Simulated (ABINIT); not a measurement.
The system is Mo.

```xyz
1
Lattice="-1.5838 1.5838 1.5838 1.5838 -1.5838 1.5838 1.5838 1.5838 -1.5838" Properties=species:S:1:pos:R:3 pbc="T T T"
Mo    0.0000    0.0000    0.0000
```

Program: ABINIT 10.8.3 (patched build). Alike in all runs: cell as given; smearing fermi-dirac 0.05 eV.

Task: Order these runs on this cell by their pressure, lowest first.
A. level RPBE; potentials or basis JTH PAW PBE v2.0; spin SOC, no magnetisation; k mesh 12 × 12 × 12; cutoff (eV) 408; fine-grid cutoff 816.342 eV; mesh quality not flagged
B. level r2SCAN; potentials or basis JTH PAW PBE v2.0; spin off; k mesh 16 × 16 × 16; cutoff (eV) 490; fine-grid cutoff 979.61 eV; mesh quality not flagged
C. level PBEsol; potentials or basis PseudoDojo NC SR PBEsol v0.4.1 standard; spin off; k mesh 12 × 12 × 12; cutoff (eV) 1088; mesh quality not flagged
D. level PBE; potentials or basis JTH PAW PBE v2.0; spin off; k mesh 7 × 7 × 7; cutoff (eV) 408; fine-grid cutoff 816.342 eV; mesh quality coarse

Result: C (-9.4 GPa), B (-3.3 GPa), D (-0.8 GPa), A (1.6 GPa).

Caveats: some runs use coarse meshes; the PAW data sets were made with another functional, which shifts forces and pressure a little (some runs).
